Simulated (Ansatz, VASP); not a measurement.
## Two plane-wave programs on BaS

Contents of INCAR:

```
ALGO = Normal
EDIFF = 1E-8
ENCUT = 520
GGA = PE
ISIF = 2
ISMEAR = -1
LASPH = T
LCHARG = F
LEFG = T
LREAL = F
LWAVE = F
NBANDS = 15
NELM = 60
PREC = Accurate
SIGMA = 0.01
```

The input KPOINTS:

```
k-points
0
Gamma
  7 7 7
```

POSCAR

```
BaS
1.0
   -0.1277500000      3.1298750000      3.1298750000
    3.1298750000     -0.1277500000      3.1298750000
    3.1298750000      3.1298750000     -0.1277500000
Ba S
1 1
Direct
    0.0000000000      0.0000000000      0.0000000000
    0.5000000000      0.5000000000      0.5000000000
```

Input for Ansatz:

```yaml
crystal:
  lattice:
    - [-0.12775, 3.129875, 3.129875]
    - [3.129875, -0.12775, 3.129875]
    - [3.129875, 3.129875, -0.12775]
  atoms:
    - { symbol: Ba, position: [0.0, 0.0, 0.0] }
    - { symbol: S, position: [0.5, 0.5, 0.5] }
kpoints:
  mp_grid: { grid: [7, 7, 7] }
scf:
  occupations: { method: fermi_dirac, width: 0.01 }
hamiltonian:
  xc: pbe
  pseudopotentials: { kind: paw }
output:
  forces: true
  stress: true
  eigenvalues: true
  efg: { contact_densities: true }
```

Change from the starting cell: equal xy, yz and zx shear strains of -4 %, PAW files.

Alike in both runs: task electric field gradients; functional PBE; k mesh 7 × 7 × 7; occupations fermi-dirac, width 0.01 eV; no spin polarisation.

```csv
,VASP,Ansatz
version,VASP 6.6.1,Ansatz 0.2.0
potentials or method,"VASP PAW PBE potentials, release 64 (Ba_sv, S)","PAW with Ansatz's default frozen-core files, scalar-relativistic"
plane-wave cutoff (eV),520,420
valence electrons in the cell,16,16
```

```tsv
	VASP	Ansatz	Ansatz less VASP
gap on the k mesh at the Fermi level (eV)	2.06	2.16	+0.097
pressure (GPa)	1.4	0.8	-0.60
largest component of the traceless stress (GPa)	0.65	0.65	+0.001
Vzz of the field gradient on the site that differs most (V/Å²)	28.1	27.8	-0.30
```

Ansatz warned: «gradients_without_spin_orbit».

Caveats: spin-orbit coupling is left out, which moves the levels of the heavy elements; an odd mesh through Γ misses points on the zone boundary, where band edges often lie.
